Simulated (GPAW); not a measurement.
## The basis that the transmission of a Nb chain with two Cu atoms in line needs

How well does a Nb chain with two Cu atoms in line conduct at low bias, and how far do basis and functional move the answer?

Main program and level: GPAW 26.7.0; GPAW LCAO, PAW setups; Landauer transmission from Green's functions with principal layers (ASE), zero bias.

## Step 1: The starting structure

The cell holds 16 atoms: 14 Nb and 2 Cu. Cell: a = 9.000 Å, b = 9.000 Å, c = 37.446 Å, α = 90.0°, β = 90.0°, γ = 90.0°. Regions: left lead, 7 atoms (7 Nb); channel, 2 atoms (2 Cu); right lead, 7 atoms (7 Nb). Vacuum lies along a and b. The structure is stacked along c, and the current runs across the ab planes.

## Step 2: Double-zeta polarised basis

Localised orbitals split the wire into layers that couple to their neighbours alone, which is what the Green's function method needs; double zeta with polarisation is the usual level for numbers.

run.py

```python
import json
import numpy as np
from ase import Atoms
from ase.transport.calculators import TransportCalculator
from gpaw import GPAW, FermiDirac
from gpaw.lcao.tools import get_lcao_hamiltonian
from scipy.linalg import eigh

# The junction with lead layers at both ends, along the third cell vector
device = Atoms(
    ['Nb', 'Nb', 'Nb', 'Nb', 'Nb', 'Nb', 'Nb', 'Cu', 'Cu', 'Nb', 'Nb', 'Nb', 'Nb', 'Nb', 'Nb', 'Nb'],
    positions=[
        [4.50000, 4.50000, 1.17500],
        [4.50000, 4.50000, 3.52500],
        [4.50000, 4.50000, 5.87500],
        [4.50000, 4.50000, 8.22500],
        [4.50000, 4.50000, 10.57500],
        [4.50000, 4.50000, 12.92500],
        [4.50000, 4.50000, 15.27500],
        [4.50000, 4.50000, 17.57300],
        [4.50000, 4.50000, 19.87300],
        [4.50000, 4.50000, 22.17100],
        [4.50000, 4.50000, 24.52100],
        [4.50000, 4.50000, 26.87100],
        [4.50000, 4.50000, 29.22100],
        [4.50000, 4.50000, 31.57100],
        [4.50000, 4.50000, 33.92100],
        [4.50000, 4.50000, 36.27100]],
    cell=[[9.0, 0.0, 0.0], [0.0, 9.0, 0.0], [0.0, 0.0, 37.446]],
    pbc=True)

# One principal layer of the lead: the first 5 atoms of the device
lead = Atoms(
    ['Nb', 'Nb', 'Nb', 'Nb', 'Nb'],
    positions=[
        [4.50000, 4.50000, 1.17500],
        [4.50000, 4.50000, 3.52500],
        [4.50000, 4.50000, 5.87500],
        [4.50000, 4.50000, 8.22500],
        [4.50000, 4.50000, 10.57500]],
    cell=[[9.0, 0.0, 0.0], [0.0, 9.0, 0.0], [0.0, 0.0, 11.75]],
    pbc=True)

settings = dict(mode='lcao', basis='dzp', xc='PBE', h=0.2,
                occupations=FermiDirac(0.1), maxiter=250,
                mixer=dict(beta=0.1, nmaxold=8, weight=100.0),
                convergence=dict(density=0.0001))
energies = np.arange(-2, 2 + 1e-9, 0.05)
eta = 0.0001
n1, n2 = 1, 1
# k and -k transmit alike, so half of the mesh across the current serves
mesh = [(i, j) for i in range(n1) for j in range(n2) if (i, j) <= (-i % n1, -j % n2)]
weights = np.array([1 if (i, j) == (-i % n1, -j % n2) else 2 for i, j in mesh]) / (n1 * n2)

# [... helper functions left out ...]
fermi_lead = ground_state(lead, (1, 1, 10), 'lead.txt')
fermi_device = ground_state(device, (1, 1, 2), 'device.txt')
# [... loop over the mesh left out, but for ...]
        # Shift the lead onto the potential of the device's first layer
        shift = ((H[:, 0, 0] - H0[:, 0, 0]) / S0[0, 0]).real.mean()
# [...]
kT = 8.617333e-5 * 500
bias = [0.1, 0.2, 0.5, 1.0, 1.5, 2.0]
# [... integrals and printing left out ...]
```

Run with:

```sh
$ OMP_NUM_THREADS=1 OPENBLAS_NUM_THREADS=1 python run.py
```

What it wrote:

```text
basis functions: device 436, principal layer 145
Fermi level: lead -2.3976 eV, device -2.4473 eV; lead shifted by -0.0082 eV
largest coupling past the next layer 3.08e-07 eV, largest misfit of the first layer 0.045 eV
  E-E_F (eV)   T (one spin)  [channel counts left out]
    -2.000    1.5632e-01
    -1.950    1.9860e-01
    -1.900    2.8597e-01
    -1.850    4.1970e-01
    -1.800    5.8455e-01
    -1.750    7.5230e-01
    -1.700    8.9554e-01
    -1.650    9.9955e-01
    -1.600    1.0632e+00
    -1.550    1.0926e+00
    -1.500    1.0926e+00
    -1.450    1.0603e+00
    -1.400    1.0457e+00
    -1.350    1.0310e+00
    -1.300    1.0199e+00
    -1.250    1.0079e+00
[...]
1.650    1.0401e+00
     1.700    9.9146e-01
     1.750    9.8898e-01
     1.800    9.8612e-01
     1.850    9.8286e-01
     1.900    9.7920e-01
     1.950    9.7512e-01
     2.000    9.7063e-01
conductance at 500 K: 0.99071 G0 a cell; thermopower -0.608 uV/K
current from the zero-bias T(E) at 0.1 V: 7.6763 uA
current from the zero-bias T(E) at 0.2 V: 15.354 uA
current from the zero-bias T(E) at 0.5 V: 38.415 uA
current from the zero-bias T(E) at 1.0 V: 77.005 uA
current from the zero-bias T(E) at 1.5 V: 115.8 uA
current from the zero-bias T(E) at 2.0 V: 154.91 uA
```

The job ended after 3.6 min (1 thread of Arm Neoverse V2, shared host; peak memory 1.5 GiB).

Numbers from this step:

- conductance: 0.9907 G₀
- largest coupling past the next principal layer: 3.08e-7 eV
- largest misfit of the first principal layer: 0.04500 eV
- shift that aligns the lead: -0.008239 eV
- basis functions of the junction: 436
- basis functions of a principal layer: 145
- transmission at the Fermi level (one spin): 0.9904

One spin. Table of transmission, zone mean by energy, zero at the Fermi level:

```csv
energy (eV),"transmission, zone mean"
-2.00,0.156
-1.90,0.286
-1.80,0.585
-1.70,0.896
-1.55,1.09
-1.45,1.06
-1.35,1.03
-1.25,1.01
-1.15,0.994
-1.05,0.978
-0.90,0.969
-0.80,0.968
-0.70,0.971
-0.60,0.975
-0.50,0.976
-0.40,0.978
-0.25,0.981
-0.15,0.984
-0.05,0.988
0.00,0.990
0.05,0.993
0.15,0.999
0.25,1.01
0.40,1.02
0.50,1.02
0.60,1.03
0.70,1.03
0.80,1.04
0.90,1.05
1.05,1.06
1.15,1.07
1.25,1.08
1.35,1.08
1.45,1.09
1.50,1.09
1.55,1.09
1.70,0.991
1.80,0.986
1.90,0.979
2.00,0.971
```

Not self-consistent under bias; the bias window is split evenly. The current through one cell, from the zero-bias transmission by bias:

```
bias (V)  current through one cell, from the zero-bias transmission (μA)
   0.100                                                            7.68
   0.200                                                            15.4
   0.500                                                            38.4
   1.000                                                            77.0
   1.500                                                             116
   2.000                                                             155
```

The transmission of the three most open eigenchannels by energy, zero at the Fermi level:

| energy (eV) | channel 1 | channel 2 | channel 3 |
| --- | --- | --- | --- |
| -2.00 | 0.0681 | 0.0681 | 0.0201 |
| -1.90 | 0.165 | 0.0604 | 0.0604 |
| -1.80 | 0.474 | 0.0552 | 0.0552 |
| -1.70 | 0.791 | 0.0521 | 0.0521 |
| -1.55 | 0.994 | 0.0494 | 0.0494 |
| -1.45 | 0.963 | 0.0477 | 0.0477 |
| -1.35 | 0.934 | 0.0456 | 0.0456 |
| -1.25 | 0.913 | 0.0431 | 0.0431 |
| -1.15 | 0.905 | 0.0404 | 0.0404 |
| -1.05 | 0.896 | 0.0374 | 0.0374 |
| -0.90 | 0.890 | 0.0354 | 0.0354 |
| -0.80 | 0.893 | 0.0342 | 0.0342 |
| -0.70 | 0.898 | 0.0338 | 0.0338 |
| -0.60 | 0.902 | 0.0339 | 0.0339 |
| -0.50 | 0.902 | 0.0344 | 0.0344 |
| -0.40 | 0.904 | 0.0350 | 0.0350 |
| -0.25 | 0.907 | 0.0355 | 0.0355 |
| -0.15 | 0.911 | 0.0351 | 0.0351 |
| -0.05 | 0.917 | 0.0342 | 0.0342 |
| 0.00 | 0.921 | 0.0335 | 0.0335 |
| 0.05 | 0.926 | 0.0327 | 0.0327 |
| 0.15 | 0.935 | 0.0309 | 0.0309 |
| 0.25 | 0.947 | 0.0291 | 0.0291 |
| 0.40 | 0.960 | 0.0269 | 0.0269 |
| 0.50 | 0.968 | 0.0261 | 0.0261 |
| 0.60 | 0.975 | 0.0262 | 0.0262 |
| 0.70 | 0.981 | 0.0266 | 0.0266 |
| 0.80 | 0.986 | 0.0278 | 0.0278 |
| 0.90 | 0.990 | 0.0298 | 0.0298 |
| 1.05 | 0.995 | 0.0338 | 0.0338 |
| 1.15 | 0.997 | 0.0368 | 0.0368 |
| 1.25 | 0.999 | 0.0398 | 0.0398 |
| 1.35 | 0.999 | 0.0424 | 0.0424 |
| 1.45 | 0.998 | 0.0444 | 0.0444 |
| 1.55 | 0.997 | 0.0442 | 0.0442 |
| 1.70 | 0.991 | 1.7e-4 | 6.1e-10 |
| 1.80 | 0.986 | 1.6e-4 | 3.4e-10 |
| 1.90 | 0.979 | 1.4e-4 | 3.1e-10 |
| 2.00 | 0.971 | 1.3e-4 | 2.7e-10 |

Couplings past the next layer reach 3.1e-7 eV, small enough to drop; the matrix elements of the cell's first layer differ from the bulk lead's by up to 0.045 eV. That layer keeps its own values in the calculation, and only beyond it is the lead taken as perfect. The Fermi levels of lead and junction count from different zeros of potential, one for each periodic cell; with both set to zero, the small remaining shift is what aligns them. By hand: G = 0.9907 × 77.48 μS = 76.8 μS, a resistance of 13.0 kΩ; at 0.1 V a linear junction would pass 7.68 μA, and the integral over the bias window gives 7.68 μA.

## Step 3: GPAW, szp: basis = "szp(dzp)"

The second zeta is dropped, the polarisation orbitals stay.

Edit run.py of step 2 so:

```diff
@@ -43,3 +43,3 @@
 
-settings = dict(mode='lcao', basis='dzp', xc='PBE', h=0.2,
+settings = dict(mode='lcao', basis='szp(dzp)', xc='PBE', h=0.2,
                 occupations=FermiDirac(0.1), maxiter=250,
```

What it wrote:

```text
basis functions: device 242, principal layer 80
Fermi level: lead -2.5972 eV, device -2.6398 eV; lead shifted by -0.0033 eV
largest coupling past the next layer 3.00e-07 eV, largest misfit of the first layer 0.044 eV
  E-E_F (eV)   T (one spin)  [channel counts left out]
    -2.000    1.5882e-01
    -1.950    1.7949e-01
    -1.900    2.2298e-01
    -1.850    2.9305e-01
    -1.800    3.8916e-01
    -1.750    5.0499e-01
    -1.700    6.2932e-01
    -1.650    7.4936e-01
    -1.600    8.5465e-01
    -1.550    9.3928e-01
    -1.500    1.0019e+00
    -1.450    1.0441e+00
    -1.400    1.0685e+00
    -1.350    1.0768e+00
    -1.300    1.0528e+00
    -1.250    1.0432e+00
[...]
1.650    1.0777e+00
     1.700    1.0811e+00
     1.750    1.0828e+00
     1.800    1.0791e+00
     1.850    1.0626e+00
     1.900    1.0206e+00
     1.950    9.9599e-01
     2.000    9.9470e-01
conductance at 500 K: 0.9704 G0 a cell; thermopower 0.01331 uV/K
current from the zero-bias T(E) at 0.1 V: 7.5193 uA
current from the zero-bias T(E) at 0.2 V: 15.042 uA
current from the zero-bias T(E) at 0.5 V: 37.668 uA
current from the zero-bias T(E) at 1.0 V: 75.649 uA
current from the zero-bias T(E) at 1.5 V: 114 uA
current from the zero-bias T(E) at 2.0 V: 152.97 uA
```

Run time: 2.5 min. Hardware: 1 thread; peak memory 1.4 GiB.

Numbers from this step:

| Item | Value |
| --- | --- |
| conductance | 0.9704 G₀ |
| largest coupling past the next principal layer | 3.00e-7 eV |
| largest misfit of the first principal layer | 0.04355 eV |
| shift that aligns the lead | -0.003275 eV |
| basis functions of the junction | 242 |
| basis functions of a principal layer | 80 |
| transmission at the Fermi level (one spin) | 0.9697 |

One spin. Table of transmission, zone mean by energy, zero at the Fermi level:

energy (eV), transmission, zone mean and a bar from the least value:
```
    -2.00       0.16 
    -1.85       0.29 ####
    -1.70       0.63 ###############
    -1.60       0.85 #######################
    -1.45       1.04 #############################
    -1.35       1.08 ##############################
    -1.30       1.05 #############################
    -1.15       1.02 ############################
    -1.05       1.01 ############################
    -0.90       0.99 ###########################
    -0.75       0.98 ###########################
    -0.60       0.97 ##########################
    -0.50       0.98 ###########################
    -0.35       0.98 ###########################
    -0.20       0.97 ##########################
    -0.05       0.97 ##########################
     0.00       0.97 ##########################
     0.05       0.97 ##########################
     0.20       0.97 ##########################
     0.35       0.98 ###########################
     0.50       0.99 ###########################
     0.60       1.00 ###########################
     0.75       1.01 ############################
     0.90       1.02 ############################
     1.05       1.03 ############################
     1.15       1.04 #############################
     1.30       1.05 #############################
     1.45       1.06 #############################
     1.60       1.07 ##############################
     1.70       1.08 ##############################
     1.75       1.08 ##############################
     1.85       1.06 #############################
     2.00       0.99 ###########################
```

Not self-consistent under bias; the bias window is split evenly. Table of current through one cell, from the zero-bias transmission by bias:

```
bias (V)  current through one cell, from the zero-bias transmission (μA)
   0.100                                                            7.52
   0.200                                                            15.0
   0.500                                                            37.7
   1.000                                                            75.6
   1.500                                                             114
   2.000                                                             153
```

Transmission of the three most open eigenchannels against energy, zero at the Fermi level:

```
energy (eV)  channel 1  channel 2  channel 3
      -2.00     0.0624     0.0624     0.0340
      -1.85      0.188     0.0527     0.0527
      -1.70      0.535     0.0470     0.0470
      -1.60      0.766     0.0445     0.0445
      -1.45      0.961     0.0413     0.0413
      -1.30      0.977     0.0379     0.0379
      -1.15      0.949     0.0344     0.0344
      -1.05      0.939     0.0323     0.0323
      -0.90      0.925     0.0301     0.0301
      -0.75      0.914     0.0289     0.0289
      -0.60      0.912     0.0284     0.0284
      -0.50      0.914     0.0284     0.0284
      -0.35      0.916     0.0282     0.0282
      -0.20      0.916     0.0274     0.0274
      -0.05      0.916     0.0257     0.0257
       0.00      0.917     0.0250     0.0250
       0.05      0.919     0.0243     0.0243
       0.20      0.928     0.0222     0.0222
       0.35      0.941     0.0204     0.0204
       0.50      0.955     0.0194     0.0194
       0.60      0.963     0.0192     0.0192
       0.75      0.974     0.0196     0.0196
       0.90      0.982     0.0210     0.0210
       1.05      0.988     0.0232     0.0232
       1.15      0.992     0.0250     0.0250
       1.30      0.995     0.0283     0.0283
       1.45      0.998     0.0321     0.0321
       1.60      0.999     0.0372     0.0372
       1.70      0.999     0.0409     0.0409
       1.85      0.998     0.0324     0.0324
       2.00      0.995     1.6e-4    3.1e-10
```

The conductance, 0.970 G₀, lies 2.1 % below that of the dzp run.

## Step 4: Minimal basis

The minimal basis is the cheapest rung: no second zeta and no polarisation.

Edit run.py of step 3 so:

```diff
@@ -43,3 +43,3 @@
 
-settings = dict(mode='lcao', basis='szp(dzp)', xc='PBE', h=0.2,
+settings = dict(mode='lcao', basis='sz(dzp)', xc='PBE', h=0.2,
                 occupations=FermiDirac(0.1), maxiter=250,
```

What it wrote:

```text
basis functions: device 194, principal layer 65
Fermi level: lead -2.6646 eV, device -2.6746 eV; lead shifted by -0.0052 eV
largest coupling past the next layer 2.93e-07 eV, largest misfit of the first layer 0.030 eV
  E-E_F (eV)   T (one spin)  [channel counts left out]
    -2.000    1.7401e-01
    -1.950    2.4695e-01
    -1.900    3.5308e-01
[...]
1.950    9.9231e-01
     2.000    9.8765e-01
conductance at 500 K: 0.88968 G0 a cell; thermopower 0.498 uV/K
current from the zero-bias T(E) at 0.1 V: 6.8939 uA
current from the zero-bias T(E) at 0.2 V: 13.792 uA
current from the zero-bias T(E) at 0.5 V: 34.543 uA
current from the zero-bias T(E) at 1.0 V: 69.409 uA
current from the zero-bias T(E) at 1.5 V: 104.65 uA
current from the zero-bias T(E) at 2.0 V: 140.45 uA
```

Run time: 2.2 min. Hardware: 1 thread; peak memory 1.4 GiB.

This step gave:

* conductance: 0.8897 G₀
* largest coupling past the next principal layer: 2.93e-7 eV
* largest misfit of the first principal layer: 0.03050 eV
* shift that aligns the lead: -0.005220 eV
* basis functions of the junction: 194
* basis functions of a principal layer: 65
* transmission at the Fermi level (one spin): 0.8890

One spin. Transmission, zone mean against energy, zero at the Fermi level:

energy (eV), transmission, zone mean and a bar from the least value:
```
    -2.00       0.17 
    -1.90       0.35 ######
    -1.80       0.63 ###############
    -1.70       0.87 #######################
    -1.55       1.05 #############################
    -1.45       1.06 ##############################
    -1.35       1.04 #############################
    -1.25       0.96 ##########################
    -1.15       0.95 ##########################
    -1.05       0.94 ##########################
    -0.90       0.92 #########################
    -0.80       0.91 #########################
    -0.70       0.91 #########################
    -0.60       0.91 #########################
    -0.50       0.91 #########################
    -0.40       0.91 #########################
    -0.25       0.90 #########################
    -0.15       0.90 ########################
    -0.05       0.89 ########################
     0.00       0.89 ########################
     0.05       0.89 ########################
     0.15       0.89 ########################
     0.25       0.89 ########################
     0.40       0.90 ########################
     0.50       0.90 #########################
     0.60       0.91 #########################
     0.70       0.92 #########################
     0.80       0.92 #########################
     0.90       0.93 #########################
     1.05       0.94 ##########################
     1.15       0.94 ##########################
     1.25       0.95 ##########################
     1.35       0.96 ##########################
     1.45       0.96 ###########################
     1.55       0.97 ###########################
     1.70       0.98 ###########################
     1.80       0.99 ###########################
     1.90       0.99 ############################
     2.00       0.99 ###########################
```

The conductance, 0.890 G₀, lies 10 % below that of the dzp run.

## Step 5: LDA in the dzp basis: xc = "LDA"

Back in the dzp basis, the functional changes from PBE to LDA, to set the spread between functionals beside that between bases.

Edit run.py of step 4 so:

```diff
@@ -43,3 +43,3 @@
 
-settings = dict(mode='lcao', basis='sz(dzp)', xc='PBE', h=0.2,
+settings = dict(mode='lcao', basis='dzp', xc='LDA', h=0.2,
                 occupations=FermiDirac(0.1), maxiter=250,
```

What it wrote:

```text
basis functions: device 436, principal layer 145
Fermi level: lead -2.6332 eV, device -2.6907 eV; lead shifted by -0.0080 eV
largest coupling past the next layer 1.93e-07 eV, largest misfit of the first layer 0.047 eV
  E-E_F (eV)   T (one spin)  [channel counts left out]
    -2.000    1.5043e-01
    -1.950    2.0566e-01
    -1.900    3.0689e-01
[...]
1.950    9.6646e-01
     2.000    9.6131e-01
conductance at 500 K: 0.99457 G0 a cell; thermopower -0.8339 uV/K
current from the zero-bias T(E) at 0.1 V: 7.706 uA
current from the zero-bias T(E) at 0.2 V: 15.413 uA
current from the zero-bias T(E) at 0.5 V: 38.545 uA
current from the zero-bias T(E) at 1.0 V: 77.183 uA
current from the zero-bias T(E) at 1.5 V: 115.96 uA
current from the zero-bias T(E) at 2.0 V: 154.98 uA
```

Elapsed: 3.1 min, on 1 thread; peak memory 1.5 GiB.

This step gave:

```
conductance                                    : 0.9946 G₀
largest coupling past the next principal layer : 1.93e-7 eV
largest misfit of the first principal layer    : 0.04662 eV
shift that aligns the lead                     : -0.008040 eV
basis functions of the junction                : 436
basis functions of a principal layer           : 145
transmission at the Fermi level (one spin)     : 0.9944
```

The conductance, 0.995 G₀, lies 0.4 % above that of the dzp run.

## Step 6: Cost and result by level

Times are for 1 thread of Arm Neoverse V2, shared host. Results by setting:

| no. | run | conductance (G₀) | time | memory (GiB) |
| --- | --- | --- | --- | --- |
| 1 | dzp | 0.9907 | 3.6 min | 1.5 |
| 2 | szp | 0.9704 | 2.5 min | 1.4 |
| 3 | sz | 0.8897 | 2.2 min | 1.4 |
| 4 | dzp LDA | 0.9946 | 3.1 min | 1.5 |

## Step 7: The levels side by side

The curves are compared point by point over the common energies.

This step: comparison of transmission and cost over codes and levels (GPAW 26.7.0).

Ladder, by row:

```csv
step,code,T at the Fermi level (sum over the listed spins),conductance (G0),r.m.s. T(E) from the first,wall time (s),peak memory (GiB),threads
dzp,GPAW,0.9904,0.9907,0,216.2,1.51,1
szp,GPAW,0.9697,0.9704,0.07016,149.2,1.44,1
sz,GPAW,0.889,0.8897,0.08637,131.5,1.36,1
dzp-LDA,GPAW,0.9944,0.9946,0.01052,188.1,1.51,1
```

Table of transmission, zone mean, sum over the listed spins by energy, zero at the Fermi level:

```
energy (eV)    dzp    szp     sz  dzp-LDA
    -2.0000  0.156  0.159  0.174    0.150
    -1.7500  0.752  0.505  0.758    0.789
    -1.5500   1.09  0.939   1.05     1.09
    -1.5000   1.09   1.00   1.06     1.07
    -1.4500   1.06   1.04   1.06     1.05
    -1.2500   1.01   1.04  0.960     1.00
    -1.0000  0.977   1.00  0.931    0.965
    -0.7500  0.970  0.978  0.911    0.965
    -0.5000  0.976  0.975  0.907    0.973
    -0.2500  0.981  0.975  0.902    0.980
     0.0000  0.990  0.970  0.889    0.994
     0.2500   1.01  0.977  0.888     1.01
     0.5000   1.02  0.994  0.902     1.03
     0.7500   1.04   1.01  0.920     1.04
     1.0000   1.06   1.03  0.936     1.06
     1.2500   1.08   1.05  0.951     1.08
     1.5000   1.09   1.07  0.966     1.08
     1.7500  0.989   1.08  0.984    0.983
     2.0000  0.971  0.995  0.988    0.961
```

(Part 1 of 2 ends here.)

[Logs are printed without paths, hosts, clocks, repeated set-up lines and the standing remarks that a program may print on its own settings, such as how far it seeks lower states.]

[Hosts, paths, dates, database ids (printed as entryN), source tags and the programs' standing remarks are cut or masked in the printed files.]
